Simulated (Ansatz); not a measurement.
Crystal: HfC.

```xyz
2
Lattice="0.0000 2.3250 2.3250 2.3250 0.0000 2.3250 2.3250 2.3250 0.0000" Properties=species:S:1:pos:R:3 pbc="T T T"
Hf    2.3250    2.3250    2.3250
C     0.0000    0.0000    0.0000
```

- Program: Ansatz 0.2.0
- Task: relaxation of cell and atoms
- Functional: PBEsol
- Potentials or basis: all-electron LAPW, scalar-relativistic
- Basis error allowed: 0.001 eV/atom
- k mesh: 10 × 10 × 10
- Occupations: fermi-dirac, width 0.05 eV
- Spin: no spin polarisation

At the start: volume 12.57 Å³/atom.

Q: Where does the relaxation end?

A: Over 5 steps the energy falls by 7.1 meV/atom and the volume is 12.23 Å³/atom (-2.7 %); space group Fm-3m (No. 225, to 0.05 Å).

Step by step:
| step | energy change (eV) | largest force (eV/Å) | volume (Å³) |
| --- | --- | --- | --- |
| 1 | 0.0000 | 0.0000 | 25.14 |
| 2 | -0.0058 | 0.0000 | 23.95 |
| 3 | -0.0141 | 0.0000 | 24.47 |
| 4 | -0.0141 | 0.0000 | 24.45 |
| 5 | -0.0141 | 0.0000 | 24.45 |

Final structure:
```
Hf C
1.0
     0.00000    2.30374    2.30374
     2.30374    0.00000    2.30374
     2.30374    2.30374    0.00000
Hf C
1 1
Direct
  0.50000 0.50000 0.50000
  0.00000 0.00000 0.00000
```
